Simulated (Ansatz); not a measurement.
# ZrC (wurtzite): a single-point run

Wanted: a converged single-point run for ZrC (wurtzite), and a check of what comes out. The structure is shown as the input types it.

Method: DFT PBE, scalar-relativistic, plane waves, PAW, in Ansatz 0.2.0.

2 further runs of the same task are left out: 1 that didn't finish, 1 set aside as unsound or not needed. Runs told in other sessions of the task aren't counted.

## (1) The starting structure

Symmetry: P6_3mc, No. 186, hexagonal system. The conventional cell has a = 3.887 Å, b = 3.887 Å, c = 4.718 Å, α = 90.00°, β = 90.00°, γ = 120.00°. Around Zr (site symmetry 3m) lie 5 C at 2.24 to 2.41 Å. C (site symmetry 3m) has 5 Zr at 2.24 to 2.41 Å in its first shell of neighbours.

As a file:

```cif
data_structure
_symmetry_space_group_name_H-M 'P 1'
_symmetry_Int_Tables_number 1
_cell_length_a 3.8869
_cell_length_b 3.8869
_cell_length_c 4.7181
_cell_angle_alpha 90.000
_cell_angle_beta 90.000
_cell_angle_gamma 120.000
_cell_volume 61.73
loop_
_atom_site_label
_atom_site_type_symbol
_atom_site_fract_x
_atom_site_fract_y
_atom_site_fract_z
_atom_site_occupancy
Zr1 Zr 0.66667 0.33333 0.06816 1
Zr2 Zr 0.33333 0.66667 0.56816 1
C1 C 0.66667 0.33333 0.55704 1
C2 C 0.33333 0.66667 0.05704 1
```

## (2) Input and run

The input, input.yaml:

```yaml
crystal:
  lattice:
    - [3.886852045095, 2.886747153569e-11, 0.0]
    - [-1.943426022573, 3.36611261179, 0.0]
    - [0.0, 0.0, 4.7180910788]
  atoms:
    - { symbol: Zr, position: [0.6666666666667, 0.3333333333333, 0.0681625387] }
    - { symbol: Zr, position: [0.3333333333333, 0.6666666666667, 0.5681625387] }
    - { symbol: C, position: [0.6666666666667, 0.3333333333333, 0.5570374613] }
    - { symbol: C, position: [0.3333333333333, 0.6666666666667, 0.0570374613] }
basis:
  ecutwfc: 420
  ecutrho_ratio: 4
kpoints:
  mp_grid: { grid: [12, 12, 6] }
hamiltonian:
  xc: pbe
scf:
  occupations: { method: gaussian, width: 0.05 }
  max_iter: 50
output:
  forces: true
  stress: true
magnetization:
  spin_polarized: 2.5
```

On the command line:

```sh
ansatz run input.yaml --threads 2 --pin off --max-ram 2662MiB --backend cpu --events-out ev --progress --plain --runs-dir out
```

Q: Will this input give a usable result? If not, why, and what should change?

Nothing was computed: the input was turned down at the start. The line that matters: «line 25 column 19: invalid boolean (strict mode expects true/false)»

In the input, magnetization.spin_polarized is 2.5. The parser can't turn the typed value into what the key holds.

Remedy: delete magnetization.spin_polarized (the default then holds).
